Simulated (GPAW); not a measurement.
# Y (Fm-3m) in GPAW: equation of state

How stiff is Y in PBE, and what volume does it want? The cell is scaled to several volumes.

All numbers are computed with GPAW 26.7.0; they aren't measurements. Logs are shortened: lines on timing, memory, paths and dates and some standing lists are left out, and cuts for length are marked. The log counts tension as positive stress, the text compression.

## Step 1: The crystal as given

It takes space group Fm-3m (No. 225, cubic). Conventional cell: a = 5.104 Å, b = 5.104 Å, c = 5.104 Å, α = 90.00°, β = 90.00°, γ = 90.00°. Y (site symmetry m-3m) has 12 Y at 3.61 Å as nearest neighbours.

This isn't the form of Y at room conditions, which is hcp.

## Step 2: Equation of state, PBE

File run.py:

```python
from ase import Atoms
from ase.eos import EquationOfState
from ase.io import Trajectory
from ase.units import GPa
from gpaw import GPAW, PW

atoms = Atoms(['Y'],
              cell=[[0.0, 2.5519910612, 2.5519910612],
                    [2.5519910612, 0.0, 2.5519910612],
                    [2.5519910612, 2.5519910612, 0.0]],
              scaled_positions=[[0.0, 0.0, 0.0]],
              pbc=True)

traj = Trajectory('eos.traj', 'w')
volumes, energies = [], []
for x in [0.94, 0.96, 0.98, 1.0, 1.02, 1.04, 1.06]:
    a = atoms.copy()
    a.set_cell(atoms.cell * x**(1 / 3), scale_atoms=True)
    calc = GPAW(mode=PW(600),
                xc='PBE',
                kpts={'size': (9, 9, 9), 'gamma': True},
                occupations={'name': 'fermi-dirac', 'width': 0.05},
                nbands=14,
                convergence={'density': 1e-05, 'energy': 1e-05},
                maxiter=150,
                txt=f'eos-{x:.2f}.txt')
    a.calc = calc
    energies.append(a.get_potential_energy(force_consistent=True))
    volumes.append(a.get_volume())
    p = -a.get_stress()[:3].mean() / GPa
    calc.write(f'eos-{x:.2f}.gpw')
    traj.write(a)
    print(f'{x:.2f} {volumes[-1]:10.4f} A^3 {energies[-1]:14.6f} eV {p:9.3f} GPa', flush=True)

v0, e0, B = EquationOfState(volumes, energies, eos='birchmurnaghan').fit()
print(f'V0 = {v0:.4f} A^3, E0 = {e0:.6f} eV, B0 = {B / GPa:.2f} GPa')
```

Potentials or basis: GPAW PAW data sets (gpaw-data 1.2.1), pw.

The run is started by

```bash
$ OMP_NUM_THREADS=1 python run.py
```

The log of the run:

```text
__  _  _
 | _ |_)|_||  |
 |__||  | ||/\| - 26.7.0

Input parameters:
  mode=PW(ecut=600.0),
  convergence={'density': 1e-05, 'energy': 1e-05},
  kpts=MonkhorstPack(size=(9, 9, 9), gamma=True),
  maxiter=150,
  nbands=14,
  occupations=Occupations(name='fermi-dirac', width=0.05),
  xc=XC(name='PBE')

Diagonalizing LCAO Hamiltonian
Converting LCAO to pw mode

       Y

Atoms  # Å, Bohr magnetons
|   | symbol |        x |        y |        z |    initial magnetic moments |
|---|--------|----------|----------|----------|-----------------------------|
| 0 |      Y | 0.000000 | 0.000000 | 0.000000 | ( 0.0000,  0.0000,  0.0000) |

Unit cell  # Å
| periodic |        x |        y |        z |  lengths |    angles |
|----------|----------|----------|----------|----------|-----------|
|      yes | 0.000000 | 2.499895 | 2.499895 | 3.535385 | 60.000000 |
|      yes | 2.499895 | 0.000000 | 2.499895 | 3.535385 | 60.000000 |
|      yes | 2.499895 | 2.499895 | 0.000000 | 3.535385 | 60.000000 |

Number of symmetries: 48
Symmetry operations  # r_c * U_cc + t_c -> r_c
|    | kind |            matrix            |
|----|------|------------------------------|
|  0 |  σ   |  1, 0, 0,  1, 0,-1,  1,-1, 0 |
|  1 |  C2  |  1, 0, 0,  1,-1, 0,  1, 0,-1 |
|  2 |  E   |  1, 0, 0,  0, 1, 0,  0, 0, 1 |
|  3 |  σ   |  1, 0, 0,  0, 0, 1,  0, 1, 0 |
|  4 |  C4  |  1, 0,-1,  1, 0, 0,  1,-1, 0 |
|  5 |  S6  |  1, 0,-1,  1,-1, 0,  1, 0, 0 |
|  6 |  σ   |  1, 0,-1,  0, 1,-1,  0, 0,-1 |
|  7 |  C3  |  1, 0,-1,  0, 0,-1,  0, 1,-1 |
|  8 |  S6  |  1,-1, 0,  1, 0, 0,  1, 0,-1 |
|  9 |  C4  |  1,-1, 0,  1, 0,-1,  1, 0, 0 |
| 10 |  C3  |  1,-1, 0,  0,-1, 1,  0,-1, 0 |
| 11 |  σ   |  1,-1, 0,  0,-1, 0,  0,-1, 1 |
| 12 |  σ   |  0, 1, 0,  1, 0, 0,  0, 0, 1 |
| 13 |  C4  |  0, 1, 0,  0, 1,-1, -1, 1, 0 |
| 14 |  C3  |  0, 1, 0,  0, 0, 1,  1, 0, 0 |
| 15 |  S6  |  0, 1, 0, -1, 1, 0,  0, 1,-1 |
| 16 |  C2  |  0, 1,-1,  1, 0,-1,  0, 0,-1 |
| 17 |  σ   |  0, 1,-1,  0, 1, 0, -1, 1, 0 |
| 18 |  S4  |  0, 1,-1,  0, 0,-1,  1, 0,-1 |
| 19 |  C4  |  0, 1,-1, -1, 1, 0,  0, 1, 0 |
| 20 |  C3  |  0, 0, 1,  1, 0, 0,  0, 1, 0 |
| 21 |  σ   |  0, 0, 1,  0, 1, 0,  1, 0, 0 |
| 22 |  S6  |  0, 0, 1,  0,-1, 1, -1, 0, 1 |
| 23 |  C4  |  0, 0, 1, -1, 0, 1,  0,-1, 1 |
| 24 |  S4  |  0, 0,-1,  1, 0,-1,  0, 1,-1 |
| 25 |  C3  |  0, 0,-1,  0, 1,-1,  1, 0,-1 |
| 26 |  C2  |  0, 0,-1,  0,-1, 0, -1, 0, 0 |
| 27 |  S6  |  0, 0,-1, -1, 0, 0,  0,-1, 0 |
| 28 |  S4  |  0,-1, 1,  1,-1, 0,  0,-1, 0 |
| 29 |  C4  |  0,-1, 1,  0, 0, 1, -1, 0, 1 |
| 30 |  C2  |  0,-1, 1,  0,-1, 0,  1,-1, 0 |
| 31 |  σ   |  0,-1, 1, -1, 0, 1,  0, 0, 1 |
| 32 |  C3  |  0,-1, 0,  1,-1, 0,  0,-1, 1 |
| 33 |  S6  |  0,-1, 0,  0, 0,-1, -1, 0, 0 |
| 34 |  S4  |  0,-1, 0,  0,-1, 1,  1,-1, 0 |
| 35 |  C2  |  0,-1, 0, -1, 0, 0,  0, 0,-1 |
| 36 |  C2  | -1, 1, 0,  0, 1, 0,  0, 1,-1 |
| 37 |  S6  | -1, 1, 0,  0, 1,-1,  0, 1, 0 |
| 38 |  S4  | -1, 1, 0, -1, 0, 1, -1, 0, 0 |
| 39 |  C3  | -1, 1, 0, -1, 0, 0, -1, 0, 1 |
| 40 |  S6  | -1, 0, 1,  0, 0, 1,  0,-1, 1 |
| 41 |  C2  | -1, 0, 1,  0,-1, 1,  0, 0, 1 |
| 42 |  C3  | -1, 0, 1, -1, 1, 0, -1, 0, 0 |
| 43 |  S4  | -1, 0, 1, -1, 0, 0, -1, 1, 0 |
| 44 |  C2  | -1, 0, 0,  0, 0,-1,  0,-1, 0 |
| 45 |  i   | -1, 0, 0,  0,-1, 0,  0, 0,-1 |
| 46 |  σ   | -1, 0, 0, -1, 1, 0, -1, 0, 1 |
| 47 |  C2  | -1, 0, 0, -1, 0, 1, -1, 1, 0 |

BZ-sampling:
  Number of BZ points: 729
  Number of IBZ points: 35

  Monkhorst-Pack size: [9, 9, 9]
  Monkhorst-Pack shift: [0, 0, 0]

K-points  # in reciprocal-cell coordinates
|     |                                coordinates |     weight |
|-----|--------------------------------------------|------------|
|   0 | (  0.00000000,   0.00000000,   0.00000000) | 0.00137174 |
|   1 | (  0.11111111,   0.11111111,   0.00000000) | 0.00823045 |
|   2 | (  0.11111111,   0.11111111,   0.11111111) | 0.01097394 |
|   3 | (  0.22222222,   0.11111111,   0.11111111) | 0.01646091 |
|   4 | (  0.22222222,   0.22222222,   0.00000000) | 0.00823045 |
|   5 | (  0.22222222,   0.22222222,   0.11111111) | 0.03292181 |
|   6 | (  0.22222222,   0.22222222,   0.22222222) | 0.01097394 |
|   7 | (  0.33333333,   0.22222222,   0.11111111) | 0.03292181 |
|   8 | (  0.33333333,   0.22222222,   0.22222222) | 0.03292181 |
|   9 | (  0.33333333,   0.33333333,  -0.33333333) | 0.01646091 |
| ... |                                            |            |
|  34 | (  0.44444444,   0.44444444,   0.44444444) | 0.01097394 |

Plane wave coefficients: 1053
Cutoff: 600.0 eV

Spin-components: 1 (collinear spins)
Bands:           14
Projectors:      6
Spin-degeneracy: 2
Datatype:        complex128

Density:
  Valence electrons: 11.0
  Components: 1
  Grid points: [20 20 20]
  Charge: 0.0  # |e|

Potential:
  Grid points: [20 20 20]

species:
  Y:
    name:    Yttrium
    Z:       39.0
    valence: 11
    core:    28
    charge:  0.0  # [|e|]
    compensation charges:
      type: gauss
      rc: 0.40  # [Å]
      lmax: 2
    cutoffs:
      filter: 2.39  # [Å]
      core: 1.70  # [Å]
    projectors
    | kind |    occ | energy [eV] | rcut [Å] |
    |------|--------|-------------|----------|
    |   4s |  2.000 |     -47.973 |    1.328 |
    |   5s |  2.000 |      -4.101 |    1.328 |
    |   4p |  6.000 |     -27.921 |    1.318 |
    |   5p |  0.000 |      -1.441 |    1.318 |
    |   4d |  1.000 |      -2.517 |    1.286 |
    |    d |        |      24.695 |    1.286 |

    Using partial waves for Y as LCAO basis

Reference energy: -92091.383933  # eV

eigensolver:
  PPCG
  Converge bands: occupied
  niter=2

density mixing:
  MSR1-Mixer
  Pratt-step length: 0.05
  Maximum mixing coefficient: 0.75
  Old densities: 10
  SVD Regularization: 0.005
  Good broyden scale: 1.0
  Trust region scale: 1.0
  Backstep threshold: 4.0
  History deletion threshold: 6.0
  Fourier metric: weight=20.0, sigma=0.015

occupation numbers:
  Fermi-Dirac:
    width: 0.0500  # eV

poisson solver:
  ecut: 4800.0  # eV

xc functional:
[... 9 lines left out ...]
|iter     | |      energy | eigst |  dens |
|---------|-|-------------|-------|-------|
|iter:   1| |   -4.729436 | -0.34 |       |
|iter:   2| |   -4.718200 | -2.96 | -1.47 |
|iter:   3| |   -4.665894 | -2.22 | -1.50 |
|iter:   4| |   -4.668336 | -3.35 | -2.05 |
|iter:   5| |   -4.669183 | -4.35 | -2.39 |
|iter:   6| |   -4.669184 | -6.48 | -3.79 |
|iter:   7| |   -4.669184c| -7.91c| -4.30 |
|iter:   8| |   -4.669184c| -9.37c| -5.67c|

Converged in 8 steps
Energy contributions relative to reference atoms: (reference = -92091.383933)

Energy contributions:
  Kinetic:           1.569899
  Coulomb:          -0.467328
  Zero:             -0.160145
  External:          0.000000
  Xc:               -5.604783
  Entropy:          -0.013653
  Spinorbit:         0.000000
  ----------------------------
  Free energy:      -4.676011
  Extrapolated:     -4.669184

dipole moment: (-18.686150, -18.686150, -18.686150)  # |e|*Ang

Fermi level: 6.937
Eigenvalues  # (at kpt = [0.000, 0.000, 0.000])
| band index |      eig [eV] | occ [0-2] |
|------------|---------------|-----------|
|          0 |       -35.659 |     2.000 |
|          1 |       -15.355 |     2.000 |
|          2 |       -15.355 |     2.000 |
|          3 |       -15.355 |     2.000 |
|          4 |         2.129 |     2.000 |
|          5 |         8.740 |     0.000 |
|          6 |         8.740 |     0.000 |
|          7 |         8.740 |     0.000 |
|          8 |        10.846 |     0.000 |
|          9 |        10.846 |     0.000 |
|         10 |        16.019 |     0.000 |
|         11 |        19.442 |     0.000 |
|         12 |        19.442 |     0.000 |
|         13 |        19.442 |     0.000 |

No gap
No difference between direct/indirect transitions

Stress tensor  # eV/Ang^3
|         x |         y |         z |
|-----------|-----------|-----------|
| -0.010099 | -0.000000 | -0.000000 |
| -0.000000 | -0.010099 |  0.000000 |
| -0.000000 |  0.000000 | -0.010099 |

# Writing to eos-0.94.gpw (mode='')
```

Wall time 1.9 min (1 thread of Intel Xeon Platinum 8259CL at 2.50GHz (Skylake/Cascade Lake), shared host); peak memory 0.21 GiB.

What came out:

| Item | Value |
| --- | --- |
| Equilibrium volume | 32.52 Å³/atom |
| Bulk modulus | 39 GPa |
| Pressure derivative of the bulk modulus | 3.0 |

Energy against volume, from the lowest point:
| volume (Å³/atom) | energy (meV/atom) |
| --- | --- |
| 31.246 | 6.34 |
| 31.911 | 1.40 |
| 32.576 | 0.00 |
| 33.240 | 1.89 |
| 33.905 | 6.81 |
| 34.570 | 14.52 |
| 35.235 | 24.80 |
